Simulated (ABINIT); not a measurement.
Zr:

```
Zr
1.0
     3.23200    0.00000    0.00000
    -1.61600    2.79899    0.00000
     0.00000    0.00000    5.14700
Zr
2
Direct
  0.66667 0.33333 0.75000
  0.33333 0.66667 0.25000
```

Base run:

```yaml
Program: ABINIT 10.8.3 (patched build)
Functional: RPBE
Potentials_or_basis: JTH PAW PBE v2.0
Cutoff: 463 eV
k_mesh: 9 × 9 × 5
Occupations: fermi-dirac, width 0.05 eV
Spin: spin-orbit coupling, no magnetisation
```

Its results: band gap on the k mesh none (metal or under the smearing width); pressure 2.6 GPa.

Question: After a change of settings the same cell gave: band gap on the k mesh none (metal or under the smearing width); pressure 0.4 GPa. Which change was it?
A. functional from RPBE to HCTH407; spin from spin-orbit coupling, no magnetisation to no spin polarisation
B. functional from RPBE to rPW86PBE; spin from spin-orbit coupling, no magnetisation to no spin polarisation
C. functional from RPBE to AM05; spin from spin-orbit coupling, no magnetisation to no spin polarisation
D. functional from RPBE to PBE

Answer: D.

PBE binds more tightly than RPBE, so the same cell stands under less pressure.

Caveats: the PAW data sets were made with another functional, which shifts forces and pressure a little (some runs).
